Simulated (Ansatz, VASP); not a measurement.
# CdS (Hawleyite) in two plane-wave programs

Aim: how closely do two programs agree when they are given the same cell, functional and k mesh?

Calculated with Ansatz 0.2.0; plane waves, with VASP 6.6.1 beside it; single point at PBE, dielectric response at PBE and single point at r2SCAN.

## Step 1: Set-up

It takes space group F-43m (No. 216, cubic). Conventional cell: a = 5.833 Å, b = 5.833 Å, c = 5.833 Å, α = 90.00°, β = 90.00°, γ = 90.00°. Cd has 4 S at 2.53 Å nearest. Nearest to S lie 4 Cd at 2.53 Å. Farther neighbours and most contacts between anions are not listed.

Coordinates:

```cif
data_structure
_symmetry_space_group_name_H-M 'P 1'
_symmetry_Int_Tables_number 1
_cell_length_a 4.1246
_cell_length_b 4.1246
_cell_length_c 4.1246
_cell_angle_alpha 60.000
_cell_angle_beta 60.000
_cell_angle_gamma 60.000
_cell_volume 49.62
loop_
_atom_site_label
_atom_site_type_symbol
_atom_site_fract_x
_atom_site_fract_y
_atom_site_fract_z
_atom_site_occupancy
Cd1 Cd 0.00000 0.00000 0.00000 1
S2 S 0.75000 0.75000 0.75000 1
```

## Step 2: VASP: single point, PBE

A single point gives forces, pressure and levels at one fixed geometry, so differences don't come from the geometry; what else differs is listed under the comparison.

Lines of VASP's logs that name or quote its potential files are left out, and so is its time.

INCAR

```
SYSTEM = CdS
PREC = Accurate
ENCUT = 400
EDIFF = 1E-07
NELM = 100
ISMEAR = 0
SIGMA = 0.05
LREAL = .FALSE.
ALGO = Normal
GGA = PE
NBANDS = 32
LWAVE = .FALSE.
LCHARG = .FALSE.
KPAR = 4
LOPTICS = .TRUE.
NEDOS = 2000
CSHIFT = 0.1
```

POSCAR

```
CdS
1.0
    0.0000000000      2.9165000000      2.9165000000
    2.9165000000      0.0000000000      2.9165000000
    2.9165000000      2.9165000000      0.0000000000
Cd S
1 1
Direct
    0.0000000000      0.0000000000      0.0000000000
    0.7500000000      0.7500000000      0.7500000000
```

KPOINTS

```
Automatic mesh
0
Gamma
10 10 10
0 0 0
```

PAW data sets: Cd and S (PBE family, release 64).

Command:

```
$ mpirun -np 4 vasp_std
```

Numbers of over 12 decimals in the logs are rounded to 6 here.

Output:

```text
[banner, memory and clock lines left out]
running    4 mpi-ranks, on    1 nodes
 distrk:  each k-point on    1 cores,    4 groups
 distr:  one band on    1 cores,    1 groups

 POSCAR found type information on POSCAR CdS
 POSCAR found :  2 types and       2 ions
 LDA part: xc-table for (Slater+PW92), standard interpolation
 POSCAR, INCAR and KPOINTS ok, starting setup
 FFT: planning ... GRIDC
 FFT: planning ... GRID_SOFT
 FFT: planning ... GRID
 WAVECAR not read
 entering main loop
       N       E                     dE             d eps       ncg     rms          rms(c)
DAV:   1     0.118655910075E+03    0.11866E+03   -0.67754E+03  3168   0.417E+02
DAV:   2    -0.134862781052E+01   -0.12000E+03   -0.10664E+03  3576   0.147E+02
DAV:   3    -0.664364697588E+01   -0.52950E+01   -0.52572E+01  3728   0.334E+01
DAV:   4    -0.666396365557E+01   -0.20317E-01   -0.20315E-01  3352   0.214E+00
DAV:   5    -0.666406911234E+01   -0.10546E-03   -0.10546E-03  3704   0.139E-01    0.815E+00
DAV:   6    -0.614066532269E+01    0.52340E+00   -0.25151E-01  3760   0.575E+00    0.661E+00
DAV:   7    -0.611790468903E+01    0.22761E-01   -0.10991E-01  3640   0.131E+00    0.315E+00
DAV:   8    -0.611802424980E+01   -0.11956E-03   -0.12547E-02  3464   0.757E-01    0.292E-01
DAV:   9    -0.611812325212E+01   -0.99002E-04   -0.77292E-04  3664   0.261E-01    0.832E-02
DAV:  10    -0.611820645979E+01   -0.83208E-04   -0.11393E-04  3544   0.691E-02    0.663E-02
DAV:  11    -0.611828046578E+01   -0.74006E-04   -0.80941E-05  3472   0.343E-02    0.248E-02
DAV:  12    -0.611828051224E+01   -0.46463E-07   -0.11258E-06  3536   0.406E-03    0.109E-02
DAV:  13    -0.611828147559E+01   -0.96335E-06   -0.10645E-06  3480   0.373E-03    0.493E-03
DAV:  14    -0.611828143772E+01    0.37870E-07   -0.14593E-08  3080   0.531E-04
   1 F= -.61182814E+01 E0= -.61182814E+01  d E =-.294530E-11
 optical routines
 imaginary and real dielectric function
 recalculating local potential from charge density
 direction            1
 direction            2
 direction            3
```

From OUTCAR (step 2):

```text
ion  position               nearest neighbor table
   1  0.000  0.000  0.000-   2 2.53   2 2.53   2 2.53   2 2.53
   2  0.750  0.750  0.750-   1 2.53   1 2.53   1 2.53   1 2.53

  LATTYP: Found a face centered cubic cell.
 ALAT       =     5.8330000000

 Subroutine GETGRP returns: Found 24 space group operations
 (whereof 24 operations were pure point group operations)

The static configuration has the point symmetry T_d .

 Found     47 irreducible k-points:

   k-points           NKPTS =     47   k-points in BZ     NKDIM =     47   number of bands    NBANDS=     32

   dimension x,y,z NGX =    28 NGY =   28 NGZ =   28
   dimension x,y,z NGXF=    56 NGYF=   56 NGZF=   56

   ENCUT  =  400.0 eV  29.40 Ry    5.42 a.u.   6.73  6.73  6.73*2*pi/ulx,y,z

   NELECT =      18.0000    total number of electrons

 k-points in reciprocal lattice and weights: Automatic mesh
   0.00000000  0.00000000  0.00000000       0.001
   0.10000000  0.00000000  0.00000000       0.008
   0.20000000  0.00000000  0.00000000       0.008
   0.30000000  0.00000000  0.00000000       0.008
   0.40000000  0.00000000  0.00000000       0.008
   0.50000000  0.00000000  0.00000000       0.004
   0.10000000  0.10000000  0.00000000       0.006
   0.20000000  0.10000000  0.00000000       0.024
   0.30000000  0.10000000  0.00000000       0.024
[...]
-0.30000000  0.40000000  0.20000000       0.024
  -0.30000000  0.50000000  0.20000000       0.012

 average (electrostatic) potential at core
       1 -39.2796       2 -89.1701

 E-fermi :   1.5227

 k-point     1 :       0.0000    0.0000    0.0000
  band No.  band energies     occupation
    ...
      5      -5.9309      2.00000
      6      -5.9309      2.00000
      7       1.3155      2.00000
      8       1.3155      2.00000
      9       1.3155      2.00000
     10       2.4628      0.00000
     11       7.8608      0.00000
     12       7.8608      0.00000
     13       7.8608      0.00000
     14      12.7533      0.00000
    ...

 k-point     2 :       0.1000    0.0000    0.0000
  band No.  band energies     occupation
    ...
      5      -5.9324      2.00000
      6      -5.9324      2.00000
      7       0.5709      2.00000
      8       1.2352      2.00000
      9       1.2352      2.00000
     10       3.0908      0.00000
     11       7.6717      0.00000
     12       7.9946      0.00000
     13       7.9946      0.00000
     14      12.3429      0.00000
    ...

 k-point     3 :       0.2000    0.0000    0.0000
  band No.  band energies     occupation
    ...
      5      -5.9311      2.00000
      6      -5.9311      2.00000
      7      -0.5917      2.00000
      8       1.0356      2.00000
      9       1.0356      2.00000
     10       3.8498      0.00000
     11       7.5157      0.00000
     12       8.2673      0.00000
     13       8.2673      0.00000
     14      11.9314      0.00000
    ...

  Total        0.8672038      0.8672038      0.8672038      0.0000000      0.0000000      0.0000000
  in kB       28.0037246     28.0037246     28.0037246      0.0000000      0.0000000      0.0000000
  external PRESSURE =      28.0037246 kB  Pullay stress =       0.0000000 kB

  energy-cutoff  :      400.00
  volume of cell :       49.62
      direct lattice vectors                 reciprocal lattice vectors
     0.000000000  2.916500000  2.916500000    -0.171438368  0.171438368  0.171438368
     2.916500000  0.000000000  2.916500000     0.171438368 -0.171438368  0.171438368
     2.916500000  2.916500000  0.000000000     0.171438368  0.171438368 -0.171438368

 POSITION                                       TOTAL-FORCE (eV/Angst)
 -----------------------------------------------------------------------------------
      0.00000      0.00000      0.00000        -0.000000     -0.000000      0.000000
      4.37475      4.37475      4.37475         0.000000      0.000000     -0.000000
 -----------------------------------------------------------------------------------
    total drift:                                0.000001      0.000001      0.000001

  FREE ENERGIE OF THE ION-ELECTRON SYSTEM (eV)
  ---------------------------------------------------
  free  energy   TOTEN  =        -6.1182814377 eV

  energy  without entropy=       -6.1182814377  energy(sigma->0) =       -6.11828144

 plasma frequency squared (from intraband transitions) (eV^2)
  --------------------------------------------------------------------------------------
       0.000       0.000      -0.000
       0.000       0.000       0.000
      -0.000       0.000       0.000

[... 3 further parts left out ...]
```

## Step 3: Ansatz: single point, PBE

Ansatz runs on its default PAW (the set named soft_2) files.

The same cell, functional, mesh and smearing now go to Ansatz, which takes its cutoff from its data sets.

input.yaml

```yaml
crystal:
  lattice:
    - [0.0, 2.9165, 2.9165]
    - [2.9165, 0.0, 2.9165]
    - [2.9165, 2.9165, 0.0]
  atoms:
    - { symbol: Cd, position: [0.0, 0.0, 0.0] }
    - { symbol: S, position: [0.75, 0.75, 0.75] }
hamiltonian:
  xc: pbe
  pseudopotentials: { kind: paw }
kpoints:
  mp_grid: { grid: [10, 10, 10] }
scf:
  occupations: { method: gaussian, width: 0.05 }
  n_extra_bands: 4
output:
  forces: true
  stress: true
  eigenvalues: true
```

Command:

```
$ ansatz run input.yaml --threads 2 --pin off --max-ram 4608MiB --backend cpu --events-out ev --progress --plain --runs-dir out
```

Output:

```text
scf.n_extra_bands = 4 over 13 filled bands (N_el = 26.0): the run solves 17 bands
Engine: ansatz 0.2.0, aarch64-unknown-linux-gnu
Pseudopotentials: kind: paw
Pseudopotential: Cd, paw, valence charge 20, recommended cutoff 420 eV (normal), Cd.paw.azcp
Pseudopotential: S, paw, valence charge 6, recommended cutoff 420 eV (normal), S.paw.azcp
Functional definition: PBE
  parameter kappa = 0.804
  parameter beta = 0.066725
  exchange = pbe_x(kappa = kappa, mu = beta*pi^2/3)
  correlation = pbe_c(beta = beta)
Crystal: 2 atoms, lattice volume = 49.615 Å³
Basis set: ecut = 420 eV, 941 PW (Γ), exchange–correlation on 60×60×60 points (8 copies of the dense FFT grid, shifted against one another)
Bands: 17, of which v1, the nominal top of the filled ones, is band 13 counted from 1 (12 counted from 0)
Symmetry: 24 space group operations
Space group: F-43m (ITA 216), of the structure as read, at distance tolerance 3.7e-5 Å
k-points: 47 of 1000 (time reversal used)
Non-local potential: Cd, projectors of the file, l = 0: 3, l = 1: 2, l = 2: 2, l = 3: 1
Non-local potential: S, projectors of the file, l = 0: 2, l = 1: 2, l = 2: 2
PAW form: soft (Blöchl's): semilocal exchange-correlation on the pseudo side does not see the compensation charge
PAW one-centre angular grid: Cd, 590 points (default); XC on 64 Gauss nodes
PAW one-centre angular grid: S, 110 points (default); XC on 64 Gauss nodes
Initial density: superposition of atomic densities (neutral atoms: chi_scale 0, normalization atom), corrected by the library's trained network
Initial wavefunctions: pseudopotential atomic-orbital guess
Functional: x = pbe(κ = 0.804, μ = 0.219515), c = pbe(β = 0.066725)
SCF iter   1: F=—  HF=-9157.807406 eV  |F-HF|=—  |Δ(HF+E_count)|=         —  Δρ=5.94e-4  dr2=2.24e-4  ethr=1.77e-3  ⟨swp⟩=5.3  Hψ=3914  notcnv=0
preconditioner: auto → none  [insulator: Δε(μ)=1.140 eV  Ē_g=12.374 eV  σ=0.050 eV  W_gap=1.00  n_scr=14 (ndim 8)  ℏωp=22.4 eV  f_vac=0.128  D(μ)=0.00/eV (n_scr^D=0)  ε∞_Penn≈4.3]
SCF iter   2: F=—  HF=-9157.808023 eV  |F-HF|=—  |Δ(HF+E_count)|=   6.17e-4  Δρ=3.28e-4  dr2=3.13e-5  ethr=8.61e-7  ⟨swp⟩=2.4  Hψ=1818  notcnv=0
SCF iter   3: F=—  HF=-9157.808059 eV  |F-HF|=—  |Δ(HF+E_count)|=   3.64e-5  Δρ=1.16e-4  dr2=3.10e-6  ethr=1.20e-7  ⟨swp⟩=2.0  Hψ=1187  notcnv=0
SCF iter   4: F=—  HF=-9157.808079 eV  |F-HF|=—  |Δ(HF+E_count)|=   1.95e-5  Δρ=3.28e-5  dr2=2.48e-7  ethr=1.19e-8  ⟨swp⟩=2.0  Hψ=1222  notcnv=0
iter 5 did not close the SCF: its close was put off for the readings that it lacked (scf_convergence_deferred on its scf_iter line)
SCF iter   5: F=-9157.808081 eV  HF=-9157.808081 eV  |F-HF|=3.90e-8  |Δ(HF+E_count)|=   2.00e-6  Δρ=5.99e-6  dr2=2.50e-8  ethr=9.54e-10  ⟨swp⟩=2.0  Hψ=1222  notcnv=0
SCF iter   6: F=-9157.808081 eV  HF=-9157.808081 eV  |F-HF|=2.26e-9  |Δ(HF+E_count)|=   4.95e-8  Δρ=2.70e-6  dr2=2.56e-9  ethr=9.61e-11  ⟨swp⟩=2.0  Hψ=2820  notcnv=0
SCF 1 converged in 6 iterations: F = -9157.808081 eV  dr2 = 2.56e-9
  greatest PAW one-centre occupation: 1.000 electrons in one spin orbital (limit 2), on the Cd atom at site 0 (counted from 0), in its partial waves of l = 0
SCF converged after 6 iterations
Free energy (F): -9157.808081 eV
Harris-Foulkes:  -9157.808081 eV  (|F-HF|=2.26e-9)
Internal energy: -9157.808081 eV  (E = F + TS)
E sigma→0 (E₀):  -9157.808081 eV
Fermi energy:    7.483658 eV
--- Per-component energies (eV) ---
  E_band       = -506.652585
  E_kinetic    = 612.018250
  E_local      = -4012.142094  (includes V_loc(G=0)·N_el)
  E_nonlocal   = 62.143873
  E_hartree    = 1842.898799
  E_xc         = -273.989181
  E_vxc        = -309.242188  (∫ρ·V_xc dr)
  E_paw        = -4683.756445  (= ΣΔE_a)
  E_vpaw       = -545.226989  (= ΣTr[D̂ρ^β])
  E_aug_tail   = 0.000016  (compensation charges beyond the density's cutoff)
  E_ewald      = -2704.981299
  E_smearing   = -0.000000  (= −TS)
  E_closure    = -0.000000  (closes the sum)
  Σ components = -9157.808081   (vs F -9157.808081, Δ=0.00e0)
--- Forces (eV/Å), atoms counted from 1 ---
  atom   1  Cd    -0.00000000     0.00000000     0.00000000
  atom   2  S      0.00000000    -0.00000000     0.00000000
  max |Σ_I F_I| component: 1.30e-16 eV/Å
--- Stress (GPa, compression-positive) ---
        2.847994       0.000000      -0.000000
        0.000000       2.847994       0.000000
       -0.000000       0.000000       2.847994
  P = ⅓ Tr σ = 2.8480 GPa (28.480 kbar)
--- Band table (eV; the first three rows and the last of 47) ---
  k-point 0: bands = [... 9 lower, -0.3308, 6.9097, 6.9097, 6.9097, 8.0553, 13.4358, 13.4358, 13.4358]
  k-point 1: bands = [... 9 lower, -0.3316, 6.1684, 6.8297, 6.8297, 8.6805, 13.2455, 13.5684, 13.5684]
  k-point 2: bands = [... 9 lower, -0.3304, 5.0089, 6.6306, 6.6306, 9.4397, 13.0841, 13.8397, 13.8397]
  k-point 46: bands = [... 9 lower, 0.2826, 3.0087, 4.6819, 4.7544, 12.0147, 12.2031, 14.5455, 15.0770]
```

It took 1.8 s on 2 threads of Arm Neoverse V2, shared host; peak memory 0.32 GiB.

In the SCF lines HF is the Harris–Foulkes energy and dr2 the Hartree energy of the density residual, in eV; the loop may stop once dr2 is under the threshold and the program's other checks hold. Hψ counts applications of the Hamiltonian.

The run ends at a pressure of 2.85 GPa.

## Step 4: Differences

Known differences besides the potentials themselves: the data sets hold 26 valence electrons in Ansatz (default PAW (the set named soft_2) files) and 18 in VASP; the cutoff is 420 eV in Ansatz and 400 eV in VASP; VASP leaves aspherical gradient terms in its spheres out (LASPH is not set), Ansatz keeps them. Total energies have different zeros and are not compared.

The two programs side by side:

```
              quantity  Ansatz   VASP  difference
        pressure (GPa)    2.85   2.80       +0.05
gap on the k mesh (eV)   1.146  1.147      -0.002
```

A gap on the mesh is an upper bound, since the band edges may lie between its points. Ansatz's pressure holds a Pulay correction of 0.04 GPa; VASP's holds none.

## Step 5: Other set-ups

Further runs change the set-up of one program: Ansatz's method, potentials or start, or VASP's data sets, cutoff or form of LDA. The table gives Ansatz less VASP for each quantity, since a change that brings one quantity closer may part another.

```
                              run  pressure (GPa)  gap on the k mesh (eV)
                         as above           0.048                 -0.0017
Ansatz's all-electron LAPW method           0.081                 -0.0016
```

## Step 6: VASP: dielectric response, PBE

The response to a field tests empty states and converges slowly with the mesh.

INCAR

```
SYSTEM = CdS
PREC = Accurate
ENCUT = 400
EDIFF = 1E-08
NELM = 100
ISMEAR = 0
SIGMA = 0.01
LREAL = .FALSE.
ALGO = Normal
GGA = PE
NBANDS = 15
LWAVE = .FALSE.
LCHARG = .FALSE.
KPAR = 4
LEPSILON = .TRUE.
```

POSCAR is that of step 2.

KPOINTS is that of step 2.

Command:

```
$ mpirun -np 4 vasp_std
```

Output:

```text
[... set-up lines as in an earlier step ...]
 entering main loop
       N       E                     dE             d eps       ncg     rms          rms(c)
DAV:   1     0.926250367477E+02    0.92625E+02   -0.79768E+03  1458   0.893E+02
DAV:   2    -0.317984059297E+01   -0.95805E+02   -0.91843E+02  1711   0.245E+02
DAV:   3    -0.664158848002E+01   -0.34617E+01   -0.34546E+01  1746   0.486E+01
DAV:   4    -0.666375160975E+01   -0.22163E-01   -0.22161E-01  1809   0.374E+00
[...]
DAV:  15    -0.611828148230E+01    0.15416E-07   -0.14443E-08  1616   0.909E-04    0.195E-03
DAV:  16    -0.611828144748E+01    0.34821E-07   -0.13980E-08  1476   0.856E-04    0.267E-04
DAV:  17    -0.611828144839E+01   -0.91131E-09   -0.20871E-09   880   0.405E-04
   1 F= -.61182814E+01 E0= -.61182814E+01  d E =-.102069E-33
 Linear response reoptimize wavefunctions to high precision
DAV:   1    -0.611828145239E+01   -0.39959E-08   -0.16778E-10  1020   0.123E-04
DAV:   2    -0.611828145239E+01   -0.63665E-11   -0.23308E-11   824   0.434E-05
 Linear response G [H, r] |phi>, progress :
  Direction:   1
[...]
RMM:  13    -0.776521846715E+00    0.30534E-06    0.27323E-07  4091   0.367E-05    0.118E-05
RMM:  14    -0.776521737359E+00    0.10936E-06    0.34162E-08  2397   0.353E-05    0.157E-06
 change of polarisation eV/A/(eV/A) component  2 :     0.257     1.441     0.104
 dielectric tensor                  component  2 :     0.936     6.257     0.381
 Linear response to external field, progress :
  Direction:   3
       N       E                     dE             d eps       ncg     rms          rms(c)
RMM:   1    -0.720299092624E+00   -0.72030E+00   -0.33421E+00 10452   0.316E+00
RMM:   2    -0.768279038039E+00   -0.47980E-01   -0.13241E-02  8427   0.604E-01    0.160E+00
RMM:   3    -0.735154447566E+00    0.33125E-01   -0.34549E-02  8288   0.899E-01    0.850E-01
RMM:   4    -0.754356902797E+00   -0.19202E-01   -0.23941E-02  8402   0.806E-01    0.229E-01
[...]
RMM:  12    -0.776519942936E+00    0.43934E-07    0.36495E-07  6998   0.134E-04    0.172E-05
RMM:  13    -0.776519636942E+00    0.30599E-06   -0.14734E-07  4108   0.367E-05    0.118E-05
RMM:  14    -0.776519525415E+00    0.11153E-06    0.21079E-08  2372   0.352E-05    0.156E-06
 change of polarisation eV/A/(eV/A) component  3 :     0.203     0.219     1.441
 dielectric tensor                  component  3 :     0.742     0.798     6.257
 Born effective charges drift removed
```

Parts of OUTCAR (step 6):

```text
  Total        0.8675206      0.8675206      0.8675206     -0.0000000     -0.0000000      0.0000000
  in kB       28.0139546     28.0139546     28.0139546     -0.0000000     -0.0000000      0.0000000
  external PRESSURE =      28.0139546 kB  Pullay stress =       0.0000000 kB

 POSITION                                       TOTAL-FORCE (eV/Angst)
 -----------------------------------------------------------------------------------
      0.00000      0.00000      0.00000        -0.000000     -0.000000     -0.000000
      4.37475      4.37475      4.37475         0.000000      0.000000      0.000000
 -----------------------------------------------------------------------------------
    total drift:                                0.000001      0.000001      0.000001

 MACROSCOPIC STATIC DIELECTRIC TENSOR (including local field effects in DFT)
 ------------------------------------------------------
           6.257293     0.000000     0.000000
           0.000000     6.257293     0.000000
           0.000000     0.000000     6.257293
 ------------------------------------------------------

[... 1 part as in an earlier step ...]

[... 1 further part left out ...]
```

## Step 7: Ansatz: dielectric response, PBE

The same cell, functional and mesh now go to Ansatz, which takes its cutoff from its data sets.

input.yaml, the sections that differ from step 3:

```yaml
scf:
  occupations: { method: fixed }
dielectric:
  method: response
# crystal, hamiltonian, kpoints: as in step 3
# output: removed
```

Command:

```
$ ansatz run input.yaml --threads 2 --pin off --max-ram 4608MiB --backend cpu --events-out ev --progress --plain --runs-dir out
```

Output:

```text
[...]
Crystal: 2 atoms, lattice volume = 49.615 Å³
Basis set: ecut = 420 eV, 941 PW (Γ), exchange–correlation on 60×60×60 points (8 copies of the dense FFT grid, shifted against one another)
Bands: 17, of which v1, the nominal top of the filled ones, is band 13 counted from 1 (12 counted from 0)
Symmetry: 24 space group operations
k-points: 171 of 1000 (irreducible under 4 space group operations, time reversal used)
[...]
site 0:
         2.17453    0.00000    0.00000
        -0.00000    2.17453    0.00000
        -0.00000    0.00000    2.17453
    site 1:
        -2.17453   -0.00000   -0.00000
         0.00000   -2.17453   -0.00000
         0.00000   -0.00000   -2.17453
  Z* charge neutrality: 5.045e-4 e pre-enforcement
  solved inside a basis spanned on kpoints, on 10×10×10 k-points, its susceptibility summed on 14×14×14: ε∞ is read to err by 1.9e-2, Z* by 2.1e-2 e (field_mesh: kpoints solves on kpoints); Z* is corrected for what the basis lacks
[key lines of the parts left out:]
SCF converged after 7 iterations
Free energy (F): -9157.808081 eV
Fermi energy:    6.909673 eV
```

It took 48 s on 2 threads; peak memory 0.71 GiB.

## Step 8: Comparison

What differs besides the data sets and the points named for the pairs above, as far as they apply: VASP's response is taken on the typed mesh, Ansatz refines its own for the field response alone. Total energies have different zeros and are not compared.

Compared:

```
                                     quantity  Ansatz   VASP  difference
                                        ε∞ xx    6.15   6.26     -1.72 %
                                        ε∞ yy    6.15   6.26     -1.72 %
                                        ε∞ zz    6.15   6.26     -1.72 %
Born charge of Cd1 (mean of the diagonal) (e)    2.17   2.19       -0.01
 Born charge of S2 (mean of the diagonal) (e)   -2.17  -2.19       +0.01
```

(Continued in part 2 of 2.)

[Lines on the potential files, build, host, timing and source positions are cut from VASP's logs without a mark.]

[Logs are printed without paths, hosts, clocks, repeated set-up lines and the standing remarks that a program may print on its own settings, such as how far it seeks lower states.]

[Hosts, paths, dates, database ids (printed as entryN), source tags and the programs' standing remarks are cut or masked in the printed files.]
